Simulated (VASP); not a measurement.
Write the native input for VASP 6.6.1 that does the following.

```
Task                   : relaxation of cell and atoms
Functional             : PBEsol
Potentials or basis    : VASP PAW PBE potentials, release 64 (Si, C_s)
Cutoff                 : 480 eV
k mesh                 : 10 × 10 × 10
Occupations            : gaussian, width 0.02 eV
Spin                   : no spin polarisation
Further INCAR settings : ALGO = Normal; EDIFF = 1e-07; IBRION = 2; EDIFFG = -0.005; NSW = 90; ISIF = 3
```

The structure of SiC lies in POSCAR:

```
SiC
1.0
    0.0000000000      2.1769966200      2.1769966200
    2.1769966200      0.0000000000      2.1769966200
    2.1769966200      2.1769966200      0.0000000000
Si C
1 1
Direct
    0.7500000000      0.7500000000      0.7500000000
    0.0000000000      0.0000000000      0.0000000000
```

The cell is a database's computed one.

These files were run (other wordings do the same):

INCAR

```
ALGO = Normal
EDIFF = 1E-7
EDIFFG = -0.005
ENCUT = 480
GGA = PS
IBRION = 2
ISIF = 3
ISMEAR = 0
LASPH = T
LCHARG = F
LREAL = F
LWAVE = F
NELM = 80
NSW = 90
PREC = Accurate
SIGMA = 0.02
```

KPOINTS

```
k-points
0
Gamma
  10 10 10
```

Potentials or basis: VASP PAW PBE potentials, release 64 (Si, C_s).

Run with:

```bash
$ cat potpaw_PBE.64/Si/POTCAR potpaw_PBE.64/C_s/POTCAR > POTCAR
$ mpirun -np 1 vasp_std > vasp.out
```

Results of the run:

The relaxed volume is 10.35 Å³/atom, the relaxed cell is a = 3.082 Å, b = 3.082 Å, c = 3.082 Å, α = 60.00°, β = 60.00°, γ = 60.00° and the space group after relaxing (to 0.05 Å) is F-43m (No. 216). The energy gained by relaxing is 0.1 meV/atom. The ionic steps are 3. The pressure after relaxing is 0.0 GPa. The band gap on the k mesh is 1.24 eV, indirect (least direct gap 4.45 eV).

Caveat: the PAW data sets were made with another functional, which shifts forces and pressure a little.

It took 16 s on 1 thread of AMD EPYC 7R13 Processor (Zen 3), on a shared host, peak memory 0.11 GiB.
